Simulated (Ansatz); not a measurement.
# Levels of theory for PbS (P6_3mc)

All numbers come from Ansatz. The values are computed, non-magnetic, and not measurements.

PbS (P6_3mc) from a database structure, relaxed with r2SCAN+rVV10. Space group P6_3mc (No. 186), hexagonal; conventional cell a = 4.086 Å, c = 7.469 Å, 27.00 Å³ an atom. Pb has 6 S at 2.85–3.19 Å; S has 6 Pb at 2.85–3.19 Å.

On this one geometry the levels give:
```json
{"level": "LDA", "k mesh": "12×12×4", "gap (eV)": "0.24", "kind": "indirect", "edges": "K → M", "least direct gap (eV)": "0.84", "rough cost": "40 core-seconds"}
{"level": "PBE+SOC", "k mesh": "12×12×4", "gap (eV)": "0.16", "kind": "indirect", "edges": "(-0.062, 0.055, 0) → M", "least direct gap (eV)": "0.39", "rough cost": "4 core-minutes"}
{"level": "r2SCAN", "k mesh": "12×12×4", "gap (eV)": "0.57", "kind": "indirect", "edges": "Γ–M (0.10) → M", "least direct gap (eV)": "0.99", "rough cost": "110 core-seconds"}
{"level": "HSE06", "k mesh": "6×6×2", "gap (eV)": "0.70", "kind": "indirect", "edges": "Γ → M", "least direct gap (eV)": "1.08", "rough cost": "5 core-minutes"}
{"level": "PBE0", "k mesh": "6×6×2", "gap (eV)": "1.25", "kind": "indirect", "edges": "Γ → M", "least direct gap (eV)": "1.59", "rough cost": "5 core-minutes"}
```
PBE+SOC: smearing of 0.02 eV; the others have fixed occupations.
Wave cutoffs: 420 eV, 500 eV (r2SCAN).
Points off the special ones are mesh points or PBE's searched band edges, reused at the other levels. PBE's own run along the path (0.39 eV) came before the search for the edges and missed one, so it isn't listed.
Costs come from shared machines and give only the order. The runs had 2 threads of Arm Neoverse V1, on a shared host.

With HSE06 the valence top lies at Γ and the conduction bottom at M, 0.70 eV higher; the smallest vertical gap, at Γ, is 1.08 eV.

Among these functionals the gap stays indirect.

r2SCAN (ground state on 6×6×4): The clamped-ion dielectric constant comes out as 10.17 along x and y, 11.91 along z. Born charges, averaged over directions: Pb +3.64, S -3.64 e. PBE (ground state on 6×6×4): ε∞: 11.51, 11.49 and 13.48 along x, y and z. Born charges, averaged over directions: Pb +3.59, S -3.59 e.

Only the levels marked +SOC include spin-orbit coupling.

Coordinates of k points refer to the reciprocal vectors of the primitive cell of the runs.

The meshes of the hybrids are coarse, so their gaps aren't converged to the digits shown.
